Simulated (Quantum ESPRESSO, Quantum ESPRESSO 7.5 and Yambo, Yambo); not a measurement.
# BeTe (F-43m): G0W0 on several meshes in Yambo

Wanted: mesh dependence and cost of G0W0 for BeTe (F-43m).

Main program and level: Quantum ESPRESSO 7.5 and Yambo 5.3.0; PBE and many-body steps on it, plane waves.

Most raw output is cut from this account.

**1. The starting structure**

It takes space group F-43m (No. 216, cubic). The conventional cell has a = 5.663 Å, b = 5.663 Å, c = 5.663 Å, α = 90.00°, β = 90.00°, γ = 90.00°. Be has 4 Te at 2.45 Å nearest. Nearest to Te lie 4 Be at 2.45 Å. Farther neighbours and most contacts between anions are not listed.

The cell and positions are those that the Materials Project relaxed with its own functionals (PBE, PBE+U or r2SCAN), kept fixed. Spin-orbit coupling is left out unless a step names it.

**2. Empty states on the mesh, 4×4×4 mesh, 549 bands**

This step: Quantum ESPRESSO 7.5; DFT, PBE, plane waves, norm-conserving pseudopotentials.

The sums over transitions need many empty states on a uniform mesh; this step solves for them.

pw.in reads:

```
&control
  calculation = 'nscf'
  prefix = 'x'
  outdir = 'o'
  pseudo_dir = 'pseudo'
/
&system
  ibrav = 0
  nat = 2
  ntyp = 2
  ecutwfc = 88.0
  nbnd = 549
  force_symmorphic = .true.
/
&electrons
  conv_thr = 1e-9
  electron_maxstep = 80
  diago_full_acc = .true.
  diago_thr_init = 5e-6
/
ATOMIC_SPECIES
  Be 9.012 Be.upf
  Te 127.6 Te.upf
CELL_PARAMETERS angstrom
  -0.0000000000 2.8314587876 2.8314587876
  2.8314587876 0.0000000000 2.8314587876
  2.8314587876 2.8314587876 0.0000000000
ATOMIC_POSITIONS crystal
  Be 0.0000000000 0.0000000000 0.0000000000
  Te 0.7500000000 0.7500000000 0.7500000000
K_POINTS automatic
  4 4 4 0 0 0
```

Started as:

```console
OMP_NUM_THREADS=1 mpirun -n 4 pw.x -nk 4 -in pw.in > pw.out
```

Run time: 1.7 min. Hardware: 4 MPI ranks of Arm Neoverse V1, shared host; peak memory 1.1 GiB.

Numbers from this step:

- gap: 2.027 eV
- k of the valence top: 0, 0, 0
- k of the conduction bottom: 0, -0.5, -0.5
- least direct gap: 3.645 eV
- k points computed: 8
- lowest point of the top converged band, above the valence top: 286.1555 eV

On this mesh the gap is 2.027 eV.

The density comes from a self-consistent run that is not shown.

**3. Conversion and set-up**

This step: Yambo 5.3.0; conversion and set-up on PBE, plane waves, norm-conserving pseudopotentials.

The states are converted to the many-body program's format and the q mesh is built.

Started as:

```console
(cd o/x.save; p2y > p2y.log; mv SAVE ../..); yambo > setup.log
```

The job ended after 3 s (1 MPI rank; peak memory 0.25 GiB).

**4. 4×4×4**

Now the one-shot GW correction: screening in the RPA, then the self-energy of the levels asked for.

This step: G0W0 on PBE, plane waves, norm-conserving pseudopotentials.

gw2.in reads:

```
HF_and_locXC
gw0
dyson
ppa
em1d
rim_cut
RandQpts= 1000000
RandGvec= 1 RL
EXXRLvcs= 88 Ry
VXCRLvcs= 352 Ry
Chimod= "HARTREE"
% BndsRnXp
 1 | 232 |
%
NGsBlkXp= 17 Ry
% LongDrXp
 1 | 1 | 1 |
%
% GbndRnge
 1 | 232 |
%
DysSolver= "n"
ExtendOut
PPAPntXp= 27.21138 eV
% QPkrange
 1 | 1 | 13 | 16 |
 7 | 7 | 13 | 16 |
%
```

Started as:

```console
OMP_NUM_THREADS=1 mpirun -n 4 yambo -F gw2.in -J gw2 -C gw2 > gw2.log
```

Elapsed: 6 min, on 4 MPI ranks; peak memory 2.1 GiB; 24 min of CPU time.

Numbers from this step:

```
G0W0 gap on the points computed              : 2.895 eV
starting gap on the mesh                     : 2.027 eV
k of the valence top                         : 0, 0, 0
k of the conduction bottom                   : 0, -0.5, -0.5
least direct G0W0 gap on the computed points : 4.748 eV
Z at the valence top                         : 0.8045
Z at the conduction bottom                   : 0.8171
```

The gap on the mesh goes from 2.03 eV to 2.90 eV, a correction of +0.87 eV.

**5. Empty states on the mesh, 2×2×2 mesh, 232 bands**

This step: Quantum ESPRESSO 7.5; DFT, PBE, plane waves, norm-conserving pseudopotentials.

pw.in: that of step 2 with these lines changed.

```diff
@@ -11,3 +11,3 @@
   ecutwfc = 88.0
-  nbnd = 549
+  nbnd = 232
   force_symmorphic = .true.
@@ -31,2 +31,2 @@
 K_POINTS automatic
-  4 4 4 0 0 0
+  2 2 2 0 0 0
```

Started as:

```console
OMP_NUM_THREADS=1 mpirun -n 4 pw.x -nk 4 -in pw.in > pw.out
```

Run time: 13 s. Hardware: 4 MPI ranks; peak memory 0.44 GiB.

Numbers from this step:

```
gap                                                           : 2.027 eV
k of the valence top                                          : 0, 0, 0
k of the conduction bottom                                    : 0, -0.5, -0.5
least direct gap                                              : 3.645 eV
k points computed                                             : 3
lowest point of the top converged band, above the valence top : 151.8440 eV
```

On this mesh the gap is 2.027 eV.

**6. Conversion and set-up**

This step: Yambo 5.3.0; conversion and set-up on PBE, plane waves, norm-conserving pseudopotentials.

Started as:

```console
(cd o/x.save; p2y > p2y.log; mv SAVE ../..); yambo > setup.log
```

It took 2.5 s on 1 MPI rank; peak memory 0.25 GiB.

**7. 2×2×2**

This step: G0W0 on PBE, plane waves, norm-conserving pseudopotentials.

gw11.in, as its differences from gw2.in of step 4:

```diff
@@ -26,3 +26,3 @@
  1 | 1 | 13 | 16 |
- 7 | 7 | 13 | 16 |
+ 3 | 3 | 13 | 16 |
 %
```

Started as:

```console
OMP_NUM_THREADS=1 mpirun -n 4 yambo -F gw11.in -J gw11 -C gw11 > gw11.log
```

The job ended after 33 s (4 MPI ranks; peak memory 1.4 GiB; 2.1 min of CPU time).

This step gave:

```yaml
g0w0_gap_on_the_points_computed: 2.768 eV
starting_gap_on_the_mesh: 2.027 eV
k_of_the_valence_top: 0, 0, 0
k_of_the_conduction_bottom: 0, -0.5, -0.5
least_direct_g0w0_gap_on_the_computed_points: 4.705 eV
z_at_the_valence_top: 0.8094
z_at_the_conduction_bottom: 0.8234
```

Against G0W0 in Yambo (4×4×4 mesh, 232 bands, screening to 231.3 eV, Godby-Needs plasmon pole), the gap moves by −0.127 eV.

**8. Side by side**

Times are wall times on 4 MPI ranks of Arm Neoverse V1, shared host, good to a factor of about two.

| run | mesh | bands | screening cutoff (eV) | DFT gap (eV) | gap on the mesh (eV) | direct (eV) | time |
| --- | --- | --- | --- | --- | --- | --- | --- |
| 4×4×4 | 4×4×4 | 232 | 231.3 | 2.027 | 2.895 | 4.748 | 6 min |
| 2×2×2 | 2×2×2 | 232 | 231.3 | 2.027 | 2.768 | 4.705 | 33 s |

**9. Outcome**

```yaml
4x4x4: 2.895 eV
2x2x2: 2.768 eV
known_limits: not at the basis limit; no spin-orbit coupling; coarse k mesh
```

2×2×2: −0.127 eV against 4×4×4. Bands and cutoff are finite, so the gap is not at the basis limit. The miss can reach some tenths of an eV and take either sign; the mesh is an error of its own. In the G0W0 runs levels were corrected at 2 k points alone, so a gap called «on the mesh» is the least over those, and an edge elsewhere would be missed. The 4×4×4 mesh is coarse for this cell, which bears on the long-range parts of exchange and screening. Mesh or cutoff lie under what a gap needs, so these runs test behaviour and cost; their gaps are not to be quoted. The many-body steps are scalar-relativistic: spin-orbit coupling is not in them.

[Paths, hosts, dates, memory and timing lines, banners, echoed tables and standing remarks are left out of the program output.]

[Logs are printed without paths, hosts, clocks, repeated set-up lines and the standing remarks that a program may print on its own settings, such as how far it seeks lower states.]

[Runs of the session that timed out or met a known fault of the program may be left out.]

[Hosts, paths, dates, database ids (printed as entryN), source tags and the programs' standing remarks are cut or masked in the printed files.]
